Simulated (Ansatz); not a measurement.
# HfO2 (P2_1/c) in Ansatz: relaxation of cell and atoms with r2SCAN+D4

Aim: the relaxation of cell and atoms of HfO2 with r2SCAN+D4.

All numbers are computed with Ansatz 0.2.0; they aren't measurements. Logs are shortened: lines on timing, memory, paths and dates and some standing lists are left out, and cuts for length are marked.

**1. Starting point**

It takes space group P2_1/c (No. 14, monoclinic). Conventional cell: a = 5.118 Å, b = 5.186 Å, c = 5.284 Å, α = 90.00°, β = 99.35°, γ = 90.00°. Hf (site symmetry 1) is surrounded by 7 O at 2.03 to 2.25 Å. O (site symmetry 1) is surrounded by 3 Hf at 2.03 to 2.12 Å. O (site symmetry 1) has 4 Hf at 2.14 to 2.25 Å as nearest neighbours.

**2. Relaxation of cell and atoms, r2SCAN+D4**

Contents of input.yaml:

```yaml
crystal:
  lattice:
    - [5.118, 0.0, 0.0]
    - [0.0, 5.1857, 0.0]
    - [-0.8586630598, 0.0, 5.2138671406]
  atoms:
    - { symbol: Hf, position: [0.2755, 0.4603, 0.708] }
    - { symbol: Hf, position: [0.7245, 0.9603, 0.792] }
    - { symbol: Hf, position: [0.7245, 0.5397, 0.292] }
    - { symbol: Hf, position: [0.2755, 0.0397, 0.208] }
    - { symbol: O, position: [0.0742, 0.1684, 0.8467] }
    - { symbol: O, position: [0.9258, 0.6684, 0.6533] }
    - { symbol: O, position: [0.9258, 0.8316, 0.1533] }
    - { symbol: O, position: [0.0742, 0.3316, 0.3467] }
    - { symbol: O, position: [0.4487, 0.7419, 0.9801] }
    - { symbol: O, position: [0.5513, 0.2419, 0.5199] }
    - { symbol: O, position: [0.5513, 0.2581, 0.0199] }
    - { symbol: O, position: [0.4487, 0.7581, 0.4801] }
hamiltonian:
  xc: r2scan
  pseudopotentials: { kind: paw }
  dispersion: d4
kpoints:
  mp_grid: { grid: [5, 5, 5] }
scf:
  occupations: { method: fermi_dirac, width: 0.05 }
output:
  forces: true
  stress: true
  write_density: true
  write_potential: true
  elf: true
  volumetric_format: npy
relax:
  f_tol: 0.01
  max_steps: 40
  cell: { stress_tol: 0.05 }
```

Potentials or basis: Ansatz PAW.

Started as:

```sh
> ansatz run input.yaml --threads 2 --pin off --max-ram 5120MiB --backend cpu --events-out ev --progress --plain --runs-dir out
```

The program printed:

```text
Warning: RAYON_NUM_THREADS=2 ignored (pool sized by the plan → 2); use --threads N
Engine: ansatz 0.2.0, aarch64-unknown-linux-gnu
Pseudopotentials: kind: paw
Pseudopotential: Hf, paw, valence charge 26, recommended cutoff 500 eV (meta_gga), Hf.paw.azcp
Pseudopotential: O, paw, valence charge 6, recommended cutoff 500 eV (meta_gga), O.paw.azcp
Functional definition: r2SCAN
  parameter k0 = 0.174
  parameter k1 = 0.065
  parameter a1 = 4.9479
  exchange = r2scan_x(k0 = k0, k1 = k1, a1 = a1)
  correlation = r2scan_c
Crystal: 12 atoms, lattice volume = 138.378 Å³
Basis set: ecut = 500 eV, 3541 PW (Γ), exchange–correlation on 160×160×160 points (64 copies of the dense FFT grid, shifted against one another)
[... 143 lines left out ...]
--- Band table (eV; the first three rows and the last of 39) ---
  k-point 0: bands = ["-48.0329", "-48.0115", "-48.0082", "-48.0075", "-16.4791", "-16.4457", "-16.4236", "-16.2133", "-16.1406", "-16.0959", "-16.0714", "-16.0317", "-15.9995", "-15.9973", "-15.9407", "-15.8879", "-5.2546", "-3.9570", "-3.7806", "-3.7799", "-3.2566", "-3.2361", "-3.0938", "-2.9977", "3.6000", "3.6117", "3.6146", "3.6146", "3.6216", "3.6239", "3.6349", "3.6349", "3.6375", "3.6401", "3.6424", "3.6460", "3.6461", "3.6463", "3.6518", "3.6533", "3.6595", "3.6603", "3.6644", "3.6664", "3.6669", "3.6765", "3.6774", "3.6871", "3.6912", "3.7086", "3.7170", "3.7442", "8.3414", "8.4196", "8.9747", "9.1349", "9.2195", "9.6007", "10.4011", "10.6638", "10.8223", "11.0279", "11.0695", "11.2641", "11.7774", "11.9113", "11.9491", "11.9802", "12.1713", "12.6953", "12.7233", "12.8392", "13.2955", "13.3615", "13.6641", "13.8617", "18.8996", "19.5553", "19.6234", "19.9638", "20.1389", "20.3591", "20.8036", "20.8574", "20.9754", "21.1694", "21.7451", "21.9016", "22.1319", "22.4692", "22.8247", "23.3137"]
  k-point 1: bands = ["-48.0308", "-48.0132", "-48.0082", "-48.0080", "-16.4519", "-16.4034", "-16.4023", "-16.2397", "-16.1735", "-16.0799", "-16.0698", "-16.0521", "-16.0032", "-15.9887", "-15.9473", "-15.9273", "-5.0985", "-3.9166", "-3.8389", "-3.7711", "-3.3425", "-3.2331", "-3.1583", "-3.0203", "3.5989", "3.6084", "3.6125", "3.6175", "3.6191", "3.6249", "3.6354", "3.6357", "3.6386", "3.6412", "3.6420", "3.6433", "3.6452", "3.6497", "3.6503", "3.6551", "3.6589", "3.6607", "3.6614", "3.6677", "3.6677", "3.6717", "3.6844", "3.6854", "3.6940", "3.7075", "3.7145", "3.7358", "8.4472", "8.6258", "9.1887", "9.2345", "9.4011", "9.6908", "10.2318", "10.5591", "10.6146", "10.9309", "11.1962", "11.3255", "11.5280", "11.7955", "11.9379", "12.1152", "12.2379", "12.4626", "12.5726", "12.9844", "13.0222", "13.3085", "13.5367", "13.7355", "18.9593", "19.3969", "19.5495", "20.0337", "20.3251", "20.3722", "20.9246", "21.0307", "21.2231", "21.3108", "21.5705", "21.9142", "22.3413", "22.5716", "22.7254", "23.3657"]
  k-point 2: bands = ["-48.0252", "-48.0184", "-48.0083", "-48.0083", "-16.3770", "-16.3512", "-16.3160", "-16.2717", "-16.2593", "-16.1412", "-16.0485", "-16.0398", "-16.0215", "-15.9953", "-15.9753", "-15.9627", "-4.6871", "-4.1802", "-3.8242", "-3.7664", "-3.3477", "-3.2782", "-3.2224", "-3.1102", "3.5977", "3.6006", "3.6168", "3.6173", "3.6205", "3.6272", "3.6298", "3.6347", "3.6373", "3.6397", "3.6416", "3.6437", "3.6483", "3.6491", "3.6515", "3.6520", "3.6572", "3.6602", "3.6613", "3.6630", "3.6757", "3.6780", "3.6871", "3.6923", "3.6988", "3.7038", "3.7082", "3.7154", "8.7741", "9.1470", "9.1906", "9.5168", "9.8298", "9.9397", "10.1036", "10.1538", "10.3229", "10.9674", "11.1251", "11.1561", "11.3156", "11.6267", "11.6463", "12.1493", "12.1545", "12.3986", "12.5682", "12.8530", "13.0659", "13.1766", "13.2976", "13.4691", "19.0732", "19.2143", "19.6065", "19.7663", "20.4873", "20.5860", "21.1196", "21.1626", "21.3336", "21.4217", "22.0329", "22.1108", "22.2865", "22.6414", "23.1254", "23.3300"]
  k-point 38: bands = ["-48.0219", "-48.0184", "-48.0106", "-48.0092", "-16.4401", "-16.4125", "-16.3606", "-16.3167", "-16.1809", "-16.1159", "-16.0538", "-16.0245", "-15.9946", "-15.9848", "-15.9474", "-15.9281", "-4.5048", "-4.2316", "-3.8750", "-3.8415", "-3.3996", "-3.3257", "-3.1166", "-3.1094", "3.6045", "3.6115", "3.6149", "3.6184", "3.6215", "3.6272", "3.6308", "3.6353", "3.6362", "3.6421", "3.6435", "3.6450", "3.6472", "3.6492", "3.6536", "3.6554", "3.6582", "3.6588", "3.6627", "3.6641", "3.6715", "3.6735", "3.6778", "3.6811", "3.6881", "3.6925", "3.7070", "3.7216", "8.9810", "9.2236", "9.3883", "9.5546", "9.6930", "9.7762", "9.9950", "10.0615", "10.5706", "10.9240", "11.0989", "11.3812", "11.4605", "11.5684", "11.9518", "12.1661", "12.2602", "12.5030", "12.5928", "12.6638", "12.8762", "12.9262", "13.0294", "13.2016", "19.0402", "19.1763", "19.6231", "19.8610", "20.2563", "20.3358", "20.6548", "20.8237", "21.0090", "21.3025", "21.8994", "22.1667", "22.5151", "22.6302", "23.1670", "23.7269"]
--- Relaxed structure (6 steps of the walk, 6 accepted, 1 SCFs on fresh bases) ---
  F+E_penalty+E_count = -67506.60523025 eV   max|allowed force component| = 1.396e-3 eV/Å   (the final SCF, on the basis selected at the relaxed cell)
  cell:  # Å, volume = 137.6169 Å³
    - [5.102041725214443, -3.0774733872648968e-33, -0.0028934101791101598]
    - [-3.089200547934486e-33, 5.178477381559393, 5.213416573680549e-33]
    - [-0.8589332972366246, 5.7580517134388e-33, 5.209142575339858]
  atoms:
    - { symbol: Hf, position: [0.2763903707661298, 0.45833041930263463, 0.7082479262226196] }
    - { symbol: Hf, position: [0.7236096292338701, 0.9583304193026346, 0.7917520737773801] }
    - { symbol: Hf, position: [0.7236096292338702, 0.5416695806973654, 0.29175207377738016] }
    - { symbol: Hf, position: [0.2763903707661298, 0.04166958069736539, 0.2082479262226198] }
    - { symbol: O, position: [0.07137391731293354, 0.16367464794904324, 0.8417700599957141] }
    - { symbol: O, position: [0.9286260826870665, 0.6636746479490434, 0.6582299400042859] }
    - { symbol: O, position: [0.9286260826870663, 0.8363253520509568, 0.15822994000428595] }
    - { symbol: O, position: [0.07137391731293351, 0.33632535205095676, 0.341770059995714] }
    - { symbol: O, position: [0.447472973072284, 0.7420037645751231, 0.9791869603420581] }
    - { symbol: O, position: [0.5525270269277159, 0.24200376457512304, 0.5208130396579419] }
    - { symbol: O, position: [0.552527026927716, 0.257996235424877, 0.02081303965794195] }
    - { symbol: O, position: [0.44747297307228406, 0.757996235424877, 0.479186960342058] }
```

rho_z.tsv:

```text
# z_ang	rho[e/angstrom^3]
# format = ansatz-planar-average/11
# lattice	5.102041725	-0.000000000	-0.002893410
# lattice	-0.000000000	5.178477382	0.000000000
# lattice	-0.858933297	0.000000000	5.209142575
# sites	12
# site	72	0.801817478	2.373453710	3.688564716
# site	72	3.011824302	4.962692400	4.122255737
# site	72	3.441290950	2.805023672	1.517684449
# site	72	1.231284126	0.215784981	1.083993428
# site	8	-0.358871629	0.847585462	4.384693744
# site	8	4.172513408	3.436824153	3.426126709
# site	8	4.601980057	4.330891919	0.821555421
# site	8	0.070595020	1.741653228	1.780122456
# site	8	1.441969495	3.842449712	5.099429761
# site	8	2.371672284	1.253211021	2.711390691
# site	8	2.801138933	1.336027670	0.106819404
# site	8	1.871436144	3.925266360	2.494858474
0.000000	6.462689e-1
0.131987	6.364664e-1
0.263974	6.222604e-1
0.395961	6.427243e-1
0.527948	7.381314e-1
0.659935	9.243914e-1
[... 32 lines left out ...]
5.015508	6.222604e-1
5.147495	6.364664e-1
```

It took 3.4 min on 2 threads of Arm Neoverse V2, shared host; peak memory 1.1 GiB.

Results:

```
Free energy                            : -67506.6052 eV
Relaxed volume                         : 11.47 Å³/atom
Relaxed cell                           : a = 5.102 Å, b = 5.178 Å, c = 5.279 Å, α = 90.00°, β = 99.40°, γ = 90.00°
Space group after relaxing (to 0.05 Å) : P2_1/c (No. 14)
Energy gained by relaxing              : 2.4 meV/atom
Ionic steps                            : 7
Pressure after relaxing                : 0.0 GPa
Band gap on the k mesh                 : 4.66 eV, indirect (least direct gap 4.72 eV)
```

Step by step:
| step | energy change (eV) | largest force (eV/Å) | volume (Å³) |
| --- | --- | --- | --- |
| 1 | 0.0000 | 0.4587 | 138.38 |
| 2 | -0.0027 | 0.2554 | 137.50 |
| 3 | -0.0268 | 0.0729 | 137.72 |
| 4 | -0.0283 | 0.0820 | 137.74 |
| 5 | -0.0290 | 0.0184 | 137.62 |
| 6 | -0.0291 | 0.0018 | 137.62 |
| 7 | -0.0287 | 0.0018 | 137.62 |

Final structure:
```xyz
12
Lattice="5.1020 0.0000 -0.0029 0.0000 5.1785 0.0000 -0.8589 0.0000 5.2091" Properties=species:S:1:pos:R:3 pbc="T T T"
Hf    0.8018    2.3735    3.6886
Hf    3.0118    4.9627    4.1223
Hf    3.4413    2.8050    1.5177
Hf    1.2313    0.2158    1.0840
O    -0.3589    0.8476    4.3847
O     4.1725    3.4368    3.4261
O     4.6020    4.3309    0.8216
O     0.0706    1.7417    1.7801
O     1.4420    3.8424    5.0994
O     2.3717    1.2532    2.7114
O     2.8011    1.3360    0.1068
O     1.8714    3.9253    2.4949
```

Caveat: odd divisions of the mesh miss points on the zone boundary, where band edges often lie, so the gap on the mesh can be too wide; the plane-wave basis is chosen anew once the cell has moved, so the energies of steps on either side of that aren't comparable; spin-orbit coupling is left out, which moves the levels of the heavy elements; the PAW data sets come from PBE, with cores solved anew for the run's functional, which leaves a small shift of forces and pressure.
